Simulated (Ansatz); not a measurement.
# Pt (Fm-3m) in Ansatz: a series of runs

One crystal, Pt, is run at these levels: revPBE, RPBE, PBE; tasks: band structure, single point, equation of state, elastic constants.

Everything below comes from runs of Ansatz 0.2.0. Logs are shortened: lines on timing, memory, paths and dates and some standing lists are left out, and cuts for length are marked.

### Step 1. The structure

Symmetry: Fm-3m, No. 225, cubic system. Conventional cell: a = 3.922 Å, b = 3.922 Å, c = 3.922 Å, α = 90.00°, β = 90.00°, γ = 90.00°. Pt (site symmetry m-3m) is surrounded by 12 Pt at 2.77 Å.

### Step 2. Band structure, revPBE

Contents of input.yaml:

```yaml
crystal:
  lattice:
    - [0.0, 1.9609, 1.9609]
    - [1.9609, 0.0, 1.9609]
    - [1.9609, 1.9609, 0.0]
  atoms:
    - { symbol: Pt, position: [0.0, 0.0, 0.0] }
kpoints:
  mp_grid: { grid: [12, 12, 12] }
  band_path:
    path:
      - [0.0, 0.0, 0.0]
      - [0.5, 0.0, 0.5]
      - [0.5, 0.25, 0.75]
      - [0.375, 0.375, 0.75]
      - [0.0, 0.0, 0.0]
      - [0.5, 0.5, 0.5]
      - [0.625, 0.25, 0.625]
      - [0.5, 0.25, 0.75]
    npoints: 8
scf:
  occupations: { method: fermi_dirac, width: 0.05 }
hamiltonian:
  xc: revpbe
  pseudopotentials: { kind: all_electron, lapw: { basis_error: 0.001 } }
output:
  forces: true
  stress: true
  eigenvalues: true
```

Potentials or basis: all-electron LAPW, scalar-relativistic.

Run with:

```bash
ansatz run input.yaml --threads 1 --pin off --max-ram 3072MiB --backend cpu --events-out ev --progress --plain --runs-dir out
```

The program printed:

```text
Warning: RAYON_NUM_THREADS=1 ignored (pool sized by the plan → 1); use --threads N
LAPW: plane waves up to 8.424 Å⁻¹, error target 1.0e-3 eV per atom; small_component_spin mean_spin; Pt in spheres of 1.387 Å, 42 of its electrons in bands, Dirac shells [] (how accurate: hamiltonian.pseudopotentials.lapw.basis_error, Limitations)
Engine: ansatz 0.2.0, aarch64-unknown-linux-gnu
Pseudopotentials: kind: all_electron
Pseudopotential: Pt, LAPW, valence charge 42, lapw/all_electron/scalar/gaussian/Pt, Koelling and Harmon's equation, gaussian nucleus
Functional definition: revPBE
  parameter kappa = 1.245
  parameter beta = 0.06672455060314922
  exchange = pbe_x(kappa = kappa, mu = beta*pi^2/3)
  correlation = pbe_c(beta = beta)
Crystal: 1 atoms, lattice volume = 15.080 Å³
Basis set: ecut = 270.3516428604812 eV, 169 PW (Γ), exchange–correlation at level 2
Bands: 26, of which v1, the nominal top of the filled ones, is band 21 counted from 1 (20 counted from 0)
Symmetry: 48 space group operations
Space group: Fm-3m (ITA 225), of the structure as read, at distance tolerance 2.5e-5 Å
k-points: 72 of 1728
Non-local potential: Pt, projectors of the file, none
Initial density: superposition of atomic densities (chi_scale 0.1, normalization cell)
Initial wavefunctions: plane waves of lowest kinetic energy (no species holds an atomic orbital)
Functional: x = revpbe(κ = 1.245, μ = 0.2195149727645171), c = pbe(β = 0.06672455060314922)
iter 1 solved again at ethr=1.70e-4 eV; its pass at ethr=1.00e-1 eV (dr2=7.14e-2 eV) is discarded
SCF iter   1: F=—  HF=-500967.423462 eV  |F-HF|=—  |Δ(HF+E_count)|=         —  Δρ=3.03e-2  dr2=7.16e-2  ethr=1.70e-4  ⟨swp⟩=3.0  Hψ=11865  notcnv=0
preconditioner: auto → LDOS  [metal: Δε(μ)=0.023 eV  Ē_g=15.840 eV  σ=0.050 eV  W_gap=0.11  n_scr=14 (ndim 8)  ℏωp=30.2 eV  f_vac=0.010  D(μ)=1.90/eV (n_scr^D=26)  β→1.0]
SCF iter   2: F=—  HF=-500967.435615 eV  |F-HF|=—  |Δ(HF+E_count)|=   1.22e-2  Δρ=1.20e-2  dr2=1.26e-2  ethr=1.70e-4  ⟨swp⟩=3.0  Hψ=6070  notcnv=0
preconditioner: auto → Kerker (q_TF=auto, 3.236 Å⁻¹)  [metal: Δε(μ)=0.005 eV  Ē_g=16.513 eV  σ=0.050 eV  W_gap=0.02  n_scr=14 (ndim 8)  ℏωp=30.2 eV  f_vac=0.000  D(μ)=1.99/eV (n_scr^D=26)  β→0.5]
SCF iter   3: F=—  HF=-500967.112165 eV  |F-HF|=—  |Δ(HF+E_count)|=   3.23e-1  Δρ=7.42e-3  dr2=4.45e-3  ethr=2.99e-5  ⟨swp⟩=3.0  Hψ=6101  notcnv=0
SCF iter   4: F=—  HF=-500967.110518 eV  |F-HF|=—  |Δ(HF+E_count)|=         —  Δρ=3.58e-3  dr2=1.30e-3  ethr=1.06e-5  ⟨swp⟩=2.0  Hψ=5429  notcnv=0
the basis was enlarged: its passes take 464.5 KiB over the memory plan, 1 of 1 planned eigensolver slots
SCF iter   5: F=—  HF=-500967.110903 eV  |F-HF|=—  |Δ(HF+E_count)|=   3.85e-4  Δρ=1.45e-3  dr2=2.97e-4  ethr=3.10e-6  ⟨swp⟩=2.0  Hψ=5429  notcnv=0
iter 6 solved again at ethr=2.41e-8 eV; its pass at ethr=7.07e-7 eV (dr2=1.01e-5 eV) is discarded
SCF iter   6: F=—  HF=-500967.110988 eV  |F-HF|=—  |Δ(HF+E_count)|=   8.58e-5  Δρ=3.00e-4  dr2=1.01e-5  ethr=2.41e-8  ⟨swp⟩=2.0  Hψ=9275  notcnv=0
SCF iter   7: F=—  HF=-500967.110990 eV  |F-HF|=—  |Δ(HF+E_count)|=   1.53e-6  Δρ=7.33e-5  dr2=5.88e-7  ethr=2.40e-8  ⟨swp⟩=2.0  Hψ=5429  notcnv=0
SCF iter   8: F=-500967.110990 eV  HF=-500967.110990 eV  |F-HF|=4.31e-9  |Δ(HF+E_count)|=   3.04e-8  Δρ=1.66e-5  dr2=3.59e-8  ethr=1.40e-9  ⟨swp⟩=2.0  Hψ=5430  notcnv=0
SCF 1 converged in 8 iterations: F = -500967.110990 eV  dr2 = 3.59e-8
NSCF: frozen V_eff on 57 k-points
SCF converged after 8 iterations
Free energy (F): -500967.110990 eV
Harris-Foulkes:  -500967.110990 eV  (|F-HF|=4.31e-9)
Internal energy: -500967.095561 eV  (E = F + TS)
E sigma→0 (E₀):  -500967.103275 eV
Entropy (-TS):   -0.015429 eV (-15.429 meV/atom)
Fermi energy:    28.973483 eV
--- Per-component energies (eV) ---
  E_band       = -3303.305023
  E_kinetic    = 568910.062743
  E_xc         = -9704.332310
  E_electrostatic = -1060172.825994  (all electrons and nuclei)
  E_smearing   = -0.015429  (= −TS)
  E_closure    = 0.000000  (closes the sum)
  E_atoms      = -500961.542620  (free atoms, spherical and without spin; not in F)
  Σ components = -500967.110990   (vs F -500967.110990, Δ=0.00e0)
  Basis errors (estimates in eV, not in F): energy 2.2e-4 per atom: plane waves 1.7e-4 (1.2e-4 summed), levels above the bands 8.0e-184, relativity 1.1e-7, radial functions 4.4e-5, core shells 1.0e-7; eigenvalues (radial functions only) 4.8e-6; not estimated: angular momenta, meshes, grids; target (lapw.basis_error) 1.0e-3; muffin-tin radii Pt 1.387 Å
--- Forces (eV/Å), atoms counted from 1 ---
  atom   1  Pt     0.00000000     0.00000000     0.00000000
  max |Σ_I F_I| component: 1.97e-31 eV/Å
--- Stress (GPa, compression-positive) ---
       13.268343       0.000000       0.000000
        0.000000      13.268343       0.000000
        0.000000       0.000000      13.268343
  P = ⅓ Tr σ = 13.2683 GPa (132.683 kbar)
--- Band table (eV; the first three rows and the last of 72) ---
  k-point 0: bands = ["-274.3139", "-274.3139", "-274.3139", "-274.2768", "-274.2768", "-69.5261", "-38.0382", "-38.0080", "-38.0080", "-38.0080", "-37.9903", "-37.9903", "-37.9903", "-23.5356", "-23.5356", "-23.5356", "18.7377", "25.1619", "25.1619", "25.1619", "27.3172", "27.3172", "43.5527", "48.5169", "48.5169", "48.5169"]
  k-point 1: bands = ["-274.3139", "-274.3139", "-274.3139", "-274.2768", "-274.2768", "-69.5239", "-38.0380", "-38.0082", "-38.0082", "-38.0080", "-37.9903", "-37.9902", "-37.9902", "-23.5681", "-23.5402", "-23.5402", "19.0164", "25.0410", "25.2700", "25.2700", "27.2592", "27.2592", "43.9763", "47.1955", "48.9398", "48.9398"]
  k-point 2: bands = ["-274.3139", "-274.3139", "-274.3139", "-274.2768", "-274.2768", "-69.5178", "-38.0377", "-38.0089", "-38.0089", "-38.0079", "-37.9903", "-37.9899", "-37.9899", "-23.6564", "-23.5530", "-23.5530", "19.7882", "24.7998", "25.4896", "25.4896", "27.2128", "27.2128", "44.8337", "44.9748", "50.1169", "50.1169"]
  k-point 71: bands = ["-274.3139", "-274.3139", "-274.3139", "-274.2768", "-274.2768", "-69.4817", "-38.0355", "-38.0113", "-38.0113", "-38.0105", "-37.9891", "-37.9891", "-37.9889", "-23.8509", "-23.8509", "-23.7181", "23.2766", "24.3934", "24.3934", "26.9447", "29.4583", "36.1121", "37.2481", "37.2481", "40.9946", "53.3628"]
```

It took 14 s on 1 thread of Arm Neoverse V2, shared host; peak memory 0.29 GiB.

Results:

```yaml
Free_energy: -500967.1110 eV
Pressure: 13.3 GPa
Band_gap_along_the_path: none (metal or under the smearing width)
```

Levels at the corners of the path, in eV from the Fermi level:
| point | band 17 | band 18 | band 19 | band 20 | band 21 | band 22 | band 23 | band 24 | band 25 | band 26 |
| --- | --- | --- | --- | --- | --- | --- | --- | --- | --- | --- |
| Γ | -10.24 | -3.81 | -3.81 | -3.81 | -1.66 | -1.66 | 14.58 | 19.54 | 19.54 | 19.54 |
| X | -7.11 | -6.65 | -0.01 | 0.48 | 0.48 | 1.76 | 8.90 | 11.39 | 11.39 | 20.07 |
| W | -5.70 | -4.58 | -4.58 | -2.03 | 0.48 | 7.14 | 8.27 | 8.27 | 12.02 | 24.39 |
| K | -6.30 | -5.50 | -2.88 | -1.34 | -0.19 | 5.75 | 6.72 | 10.10 | 14.67 | 19.94 |
| Γ | -10.24 | -3.81 | -3.81 | -3.81 | -1.66 | -1.66 | 14.58 | 19.54 | 19.54 | 19.54 |
| L | -7.35 | -3.88 | -3.88 | -0.50 | 0.02 | 0.02 | 5.85 | 14.15 | 18.96 | 18.96 |
| U | -6.30 | -5.50 | -2.88 | -1.34 | -0.19 | 5.75 | 6.72 | 10.10 | 14.67 | 19.94 |
| W | -5.70 | -4.58 | -4.58 | -2.03 | 0.48 | 7.14 | 8.27 | 8.27 | 12.02 | 24.39 |

Caveat: spin-orbit coupling is left out, which moves the levels of the heavy elements.

### Step 3. Single point, RPBE, spin-orbit coupling, no magnetisation, 14.18 Å³/atom (volume scaled by 0.94)

Contents of input.yaml:

```yaml
crystal:
  lattice:
    - [0.0, 1.9208704006, 1.9208704006]
    - [1.9208704006, 0.0, 1.9208704006]
    - [1.9208704006, 1.9208704006, 0.0]
  atoms:
    - { symbol: Pt, position: [0.0, 0.0, 0.0] }
kpoints:
  mp_grid: { grid: [9, 9, 9] }
scf:
  occupations: { method: fermi_dirac, width: 0.02 }
hamiltonian:
  xc: rpbe
  pseudopotentials: { kind: all_electron, lapw: { basis_error: 0.001 } }
magnetization:
  noncollinear: true
  spin_orbit: true
output:
  forces: true
  stress: true
  eigenvalues: true
```

Potentials or basis: all-electron LAPW, relativistic spinors.

Run with:

```bash
ansatz run input.yaml --threads 1 --pin off --max-ram 3072MiB --backend cpu --events-out ev --progress --plain --runs-dir out
```

Run time: 56 s. Hardware: 1 thread of Arm Neoverse V2, shared host; peak memory 0.41 GiB.

The run converged. Its results:

```yaml
Free_energy: -501877.4012 eV
Pressure: 36.0 GPa
Band_gap_on_the_k_mesh: none (metal or under the smearing width)
```

Caveat: the k mesh is thin for a metal, which can move the energy by tens of meV per atom.

### Step 4. Single point, RPBE, spin-orbit coupling, no magnetisation, 14.48 Å³/atom (volume scaled by 0.96)

Edit input.yaml of step 3 so:

```diff
@@ -2,5 +2,5 @@
   lattice:
-    - [0.0, 1.9208704006, 1.9208704006]
-    - [1.9208704006, 0.0, 1.9208704006]
-    - [1.9208704006, 1.9208704006, 0.0]
+    - [0.0, 1.9343981026, 1.9343981026]
+    - [1.9343981026, 0.0, 1.9343981026]
+    - [1.9343981026, 1.9343981026, 0.0]
   atoms:
```

Run with:

```bash
ansatz run input.yaml --threads 1 --pin off --max-ram 3072MiB --backend cpu --events-out ev --progress --plain --runs-dir out
```

Run time: 53 s. Hardware: 1 thread of Arm Neoverse V2, shared host; peak memory 0.41 GiB.

It converged, with:

```yaml
Free_energy: -501877.4611 eV
Pressure: 27.8 GPa
Band_gap_on_the_k_mesh: none (metal or under the smearing width)
```

Caveat: the k mesh is thin for a metal, which can move the energy by tens of meV per atom.

### Step 5. Single point, RPBE, spin-orbit coupling, no magnetisation, 14.78 Å³/atom (volume scaled by 0.98)

Edit input.yaml of step 4 so:

```diff
@@ -2,5 +2,5 @@
   lattice:
-    - [0.0, 1.9343981026, 1.9343981026]
-    - [1.9343981026, 0.0, 1.9343981026]
-    - [1.9343981026, 1.9343981026, 0.0]
+    - [0.0, 1.9477392008, 1.9477392008]
+    - [1.9477392008, 0.0, 1.9477392008]
+    - [1.9477392008, 1.9477392008, 0.0]
   atoms:
```

Run with:

```bash
ansatz run input.yaml --threads 1 --pin off --max-ram 3072MiB --backend cpu --events-out ev --progress --plain --runs-dir out
```

It took 53 s on 1 thread of Arm Neoverse V2, shared host; peak memory 0.41 GiB.

The run converged. Its results:

```yaml
Free_energy: -501877.5063 eV
Pressure: 20.5 GPa
Band_gap_on_the_k_mesh: none (metal or under the smearing width)
```

Caveat: the k mesh is thin for a metal, which can move the energy by tens of meV per atom.

### Step 6. Single point, RPBE, spin-orbit coupling, no magnetisation, 15.08 Å³/atom

Edit input.yaml of step 5 so:

```diff
@@ -2,5 +2,5 @@
   lattice:
-    - [0.0, 1.9477392008, 1.9477392008]
-    - [1.9477392008, 0.0, 1.9477392008]
-    - [1.9477392008, 1.9477392008, 0.0]
+    - [0.0, 1.9609, 1.9609]
+    - [1.9609, 0.0, 1.9609]
+    - [1.9609, 1.9609, 0.0]
   atoms:
```

Potentials or basis: all-electron LAPW, relativistic spinors.

Run with:

```bash
ansatz run input.yaml --threads 1 --pin off --max-ram 3072MiB --backend cpu --events-out ev --progress --plain --runs-dir out
```

Run time: 53 s. Hardware: 1 thread of Arm Neoverse V2, shared host; peak memory 0.41 GiB.

The run converged. Its results:

* Free energy: -501877.5386 eV
* Pressure: 14.0 GPa
* Band gap on the k mesh: none (metal or under the smearing width)

Caveat: the k mesh is thin for a metal, which can move the energy by tens of meV per atom.

### Step 7. Single point, RPBE, spin-orbit coupling, no magnetisation, 15.38 Å³/atom (volume scaled by 1.02)

Edit input.yaml of step 6 so:

```diff
@@ -2,5 +2,5 @@
   lattice:
-    - [0.0, 1.9609, 1.9609]
-    - [1.9609, 0.0, 1.9609]
-    - [1.9609, 1.9609, 0.0]
+    - [0.0, 1.9738864712, 1.9738864712]
+    - [1.9738864712, 0.0, 1.9738864712]
+    - [1.9738864712, 1.9738864712, 0.0]
   atoms:
```

Run with:

```bash
ansatz run input.yaml --threads 1 --pin off --max-ram 3072MiB --backend cpu --events-out ev --progress --plain --runs-dir out
```

Wall time 53 s (1 thread of Arm Neoverse V2, shared host); peak memory 0.41 GiB.

The run converged. Its results:

```yaml
Free_energy: -501877.5595 eV
Pressure: 8.3 GPa
Band_gap_on_the_k_mesh: none (metal or under the smearing width)
```

Caveat: the k mesh is thin for a metal, which can move the energy by tens of meV per atom.

### Step 8. Single point, RPBE, spin-orbit coupling, no magnetisation, 15.68 Å³/atom (volume scaled by 1.04)

Edit input.yaml of step 7 so:

```diff
@@ -2,5 +2,5 @@
   lattice:
-    - [0.0, 1.9738864712, 1.9738864712]
-    - [1.9738864712, 0.0, 1.9738864712]
-    - [1.9738864712, 1.9738864712, 0.0]
+    - [0.0, 1.986704275, 1.986704275]
+    - [1.986704275, 0.0, 1.986704275]
+    - [1.986704275, 1.986704275, 0.0]
   atoms:
```

Run with:

```bash
ansatz run input.yaml --threads 1 --pin off --max-ram 3072MiB --backend cpu --events-out ev --progress --plain --runs-dir out
```

Wall time 54 s (1 thread of Arm Neoverse V2, shared host); peak memory 0.4 GiB.

It converged, with:

| Property | Result |
| --- | --- |
| Free energy | -501877.5702 eV |
| Pressure | 3.2 GPa |
| Band gap on the k mesh | none (metal or under the smearing width) |

Caveat: the k mesh is thin for a metal, which can move the energy by tens of meV per atom.

### Step 9. Single point, RPBE, spin-orbit coupling, no magnetisation, 15.98 Å³/atom (volume scaled by 1.06)

Edit input.yaml of step 8 so:

```diff
@@ -2,5 +2,5 @@
   lattice:
-    - [0.0, 1.986704275, 1.986704275]
-    - [1.986704275, 0.0, 1.986704275]
-    - [1.986704275, 1.986704275, 0.0]
+    - [0.0, 1.9993587835, 1.9993587835]
+    - [1.9993587835, 0.0, 1.9993587835]
+    - [1.9993587835, 1.9993587835, 0.0]
   atoms:
```

Potentials or basis: all-electron LAPW, relativistic spinors.

Run with:

```bash
ansatz run input.yaml --threads 1 --pin off --max-ram 3072MiB --backend cpu --events-out ev --progress --plain --runs-dir out
```

Run time: 52 s. Hardware: 1 thread of Arm Neoverse V2, shared host; peak memory 0.4 GiB.

It converged, with:

```yaml
Free_energy: -501877.5720 eV
Pressure: -1.2 GPa
Band_gap_on_the_k_mesh: none (metal or under the smearing width)
```

Caveat: the k mesh is thin for a metal, which can move the energy by tens of meV per atom.

### Step 10. Equation of state, RPBE, spin-orbit coupling, no magnetisation

No new run: the results of the series are fitted here.

What came out:

```
Equilibrium volume                      : 15.90 Å³/atom
Bulk modulus                            : 230 GPa
Pressure derivative of the bulk modulus : 5.5
```

Energy against volume, from the lowest point:
```tsv
volume (Å³/atom)	energy (meV/atom)
14.175	170.80
14.477	110.97
14.778	65.73
15.080	33.42
15.381	12.55
15.683	1.80
15.985	0.00
```

(Continued in part 2 of 2.)
